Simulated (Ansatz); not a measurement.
Runs of Ansatz 0.2.0 on Ti. The structure is hexagonal, space group P6_3/mmc (No. 194). The conventional cell has a = 2.950 Å, b = 2.950 Å, c = 4.680 Å, α = 90.00°, β = 90.00°, γ = 120.00°. Around Ti (site symmetry -6m2) lie 12 Ti at 2.89 to 2.95 Å. 

| task | level | potentials or basis | spin | cell | k mesh | cutoff (eV) | smearing | other keys | mesh quality | gap on the mesh (eV) | pressure (GPa) |
| --- | --- | --- | --- | --- | --- | --- | --- | --- | --- | --- | --- |
| projected density of states | r2SCAN+rVV10 | Ansatz NC | off | as given | 10 × 10 × 6 | 1143 | fermi-dirac 0.025 eV | - | not flagged | none | - |
| single point | BLYP+D3(BJ) | PseudoDojo standard (PBE files) | collinear, antiferromagnetic start | as given | 10 × 10 × 6 | 1143 | gaussian 0.1 eV | - | not flagged | none | -12.3 |
| density of states | RPBE+D3(BJ) | Ansatz PAW polarizable | off | as given | 7 × 7 × 4 | 420 | gaussian 0.02 eV | scf.n_extra_bands = 4; hamiltonian.xc = rpbe | not flagged | none | -34.7 |
| density of states | HSE06 | Ansatz PAW | off | as given | 7 × 7 × 4 | 420 | fermi-dirac 0.01 eV | - | not flagged | none | (a) |
| single point | B3LYP | Ansatz NC | off | volume scaled by 1.08 | 7 × 7 × 4 | 1155 | cold 0.15 eV | - | not flagged | none | -9.1 |

Task: Fill in the values left out.

Result: (a) -3.2.

Caveats: the potentials were made for another functional, which shifts forces and pressure (some runs); pairwise dispersion overbinds metals, which lowers pressure and volume (some runs); the PAW data sets come from PBE, with cores solved anew for the run's functional, which leaves a small shift of forces and pressure (some runs); the thresholds are loose for stress (some runs); the rVV10 pressure on norm-conserving files is uncertain (some runs); the starting moments weren't kept (some runs); a pressure of tens of GPa on the cell as given is suspect, and the run, the potentials or the cell itself is likely at fault (some runs).

A gap of «none» marks a metal or a gap under the smearing width.
